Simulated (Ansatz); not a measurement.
## Si and the effect of the functional

The cell as given:

Symmetry: P6/mmm, No. 191, hexagonal system. The conventional cell has a = 2.621 Å, b = 2.621 Å, c = 2.466 Å, α = 90.00°, β = 90.00°, γ = 120.00°. Si (site symmetry 6/mmm) has 8 Si at 2.47 to 2.62 Å as nearest neighbours.

This isn't the form of Si at room conditions, which is diamond.

Kept alike: task relaxation of cell and atoms; k mesh 12 × 12 × 11; occupations fermi-dirac, width 0.05 eV; no spin polarisation. Program: Ansatz, Ansatz PAW. Cutoffs run from 420 to 500 eV. The mesh is that of the run's cell of 1 atom. No spin-orbit coupling.

| functional | volume (Å³/atom) | first edge of the run's cell (Å) | third edge of the run's cell (Å) |
| --- | --- | --- | --- |
| BLYP | 16.296 | 2.712 | 2.559 |
| LDA | 14.522 | 2.601 | 2.478 |
| PBEsol | 14.719 | 2.613 | 2.489 |
| r2SCAN | 14.890 | 2.623 | 2.499 |

The relaxations keep at least the cell's symmetry (P6/mmm). For a metal such a mesh leaves the last digits unconverged. Relaxations stop with a little pressure left, so the last digits of a volume or edge aren't settled. All rows use potentials made for PBE.

The volume runs from 14.522 (LDA) to 16.296 Å³/atom (BLYP). The first edge of the run's cell runs from 2.601 (LDA) to 2.712 Å (BLYP). The third edge of the run's cell runs from 2.478 (LDA) to 2.559 Å (BLYP).
